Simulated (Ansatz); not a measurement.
This is a relaxation of cell and atoms with Ansatz on AlP (started from an entry of an open crystallographic database); the level of theory is r2SCAN. It starts from the PBE minimum.

input.yaml:
```yaml
crystal:
  lattice:
    - [0.0, 2.7534005604, 2.7534005604]
    - [2.7534005604, 0.0, 2.7534005604]
    - [2.7534005604, 2.7534005604, 0.0]
  atoms:
    - { symbol: Al, position: [0.0, 0.0, 0.0] }
    - { symbol: P, position: [0.25, 0.25, 0.25] }
kpoints:
  mp_grid: { grid: [8, 8, 8] }
hamiltonian:
  xc: r2scan
scf:
  occupations: { method: fermi_dirac, width: 0.02 }
relax:
  f_tol: 0.005
  cell: {}
```

Command: `ansatz run input.yaml --threads 2 --pin off --max-ram 2211MiB --backend cpu --events-out ev --progress --plain --runs-dir out`.

Output, abridged:
```
Functional definition: r2SCAN
Crystal: 2 atoms, lattice volume = 41.748 Å³
Basis set: ecut = 500 eV, 1067 PW (Γ)
Bands: 8, of which v1, the nominal top of the filled ones, is band 4 counted from 1 (3 counted from 0)
Symmetry: 24 space group operations
Space group: F-43m (ITA 216)
k-points: 29 of 512 (time reversal used)
preconditioner: auto → none  [insulator: Δε(μ)=1.900 eV  σ=0.020 eV  ℏωp=16.3 eV]
relax step 1: F+E_penalty+E_count = -1301.06347366 eV  P = -1.349 GPa  Ω = 41.748 Å³
relax step 2: F+E_penalty+E_count = -1301.06612053 eV  P = -0.271 GPa  Ω = 41.235 Å³
relax step 3: F+E_penalty+E_count = -1301.06623481 eV  P = +0.006 GPa  Ω = 41.108 Å³
relax step 4: F+E_penalty+E_count = -1301.06619006 eV  P = +0.007 GPa  Ω = 41.108 Å³  (SCF on a basis re-selected at this cell)
Free energy (F): -1301.066190 eV
Fermi energy:    5.751173 eV
--- Stress (GPa, compression-positive) ---
        0.006750       0.000000       0.000000
        0.000000       0.006750       0.000000
        0.000000       0.000000       0.006750
  P = ⅓ Tr σ = 0.0067 GPa (0.067 kbar)
--- Relaxed structure (3 steps of the walk, 3 accepted, 1 SCFs on fresh bases) ---
  F+E_penalty+E_count = -1301.06619006 eV
  cell:  # Å, volume = 41.1084 Å³
    - [0.000000, 2.739261, 2.739261]
    - [2.739261, 0.000000, 2.739261]
    - [2.739261, 2.739261, 0.000000]
  atoms:
    - { symbol: Al, position: [0.000000, 0.000000, 0.000000] }
    - { symbol: P, position: [0.250000, 0.250000, 0.250000] }
```

The walk took 3 steps and changed the volume by -1.5 %. The last SCF, on a fresh basis, lies 1.4 meV an atom below the first. At the end: it is cubic, F-43m (No. 216); conventional cell a = 5.479 Å, 20.55 Å³ an atom. Al has 4 P at 2.37 Å; P has 4 Al at 2.37 Å.

The values are computed, spin-unpolarised, and not measurements.
